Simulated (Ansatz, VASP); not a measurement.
**Two plane-wave programs on Lu**

Contents of INCAR:

```
SYSTEM = Lu
ALGO     = Fast           ! electronic algorithm
EDIFF    = 1E-6           ! SCF threshold, eV
ENCUT    = 520            ! plane-wave cutoff, eV
GGA      = PE             ! functional
ISIF     = 2              ! what is computed and relaxed
ISMEAR   = 0              ! smearing method
LASPH    = .TRUE.         ! aspherical terms in the spheres
LCHARG   = .FALSE.        ! write CHGCAR
LREAL    = .FALSE.        ! projectors in reciprocal space
LWAVE    = .FALSE.        ! write WAVECAR
NBANDS   = 18             ! bands
NELM     = 100            ! most SCF steps
PREC     = Accurate       ! precision mode
SIGMA    = 0.05           ! smearing width, eV
```

KPOINTS

```
k-points
0
G
  16 16 16
  0 0 0
```

The input POSCAR:

```
Lu
1.0
   -1.9478264935      1.9478264935      1.9478264935
    1.9478264935     -1.9478264935      1.9478264935
    1.9478264935      1.9478264935     -1.9478264935
Lu
1
Direct
    0.0000000000      0.0000000000      0.0000000000
```

Input for Ansatz:

```yaml
crystal:
  lattice:
    - [-1.9478264935, 1.9478264935, 1.9478264935]
    - [1.9478264935, -1.9478264935, 1.9478264935]
    - [1.9478264935, 1.9478264935, -1.9478264935]
  atoms:
    - { symbol: Lu, position: [0.0, 0.0, 0.0] }
basis:
  ecutwfc: 420
  ecutrho_ratio: 4
kpoints:
  mp_grid: { grid: [16, 16, 16] }
hamiltonian:
  xc: pbe
scf:
  occupations: { method: gaussian, width: 0.05 }
output:
  forces: true
  stress: true
  eigenvalues: true
```

Alike in both runs: task single point; functional PBE; k mesh 16 × 16 × 16; occupations gaussian, width 0.05 eV; no spin polarisation.

```csv
,VASP,Ansatz
version,VASP 6.6.1,Ansatz 0.2.0
potentials or method,"VASP PAW PBE potentials, release 64 (Lu)","scalar-relativistic, plane waves, PAW"
plane-wave cutoff (eV),520,420
valence electrons in the cell,25,25
```

```tsv
	VASP	Ansatz	Ansatz less VASP
gap on the k mesh at the Fermi level (eV)	none	none	-
pressure (GPa)	0.2	0.1	-0.08
```

A gap of «none» marks a metal or a gap that the smearing closes.

Spin-orbit coupling is left out, which matters for the levels of Lu.
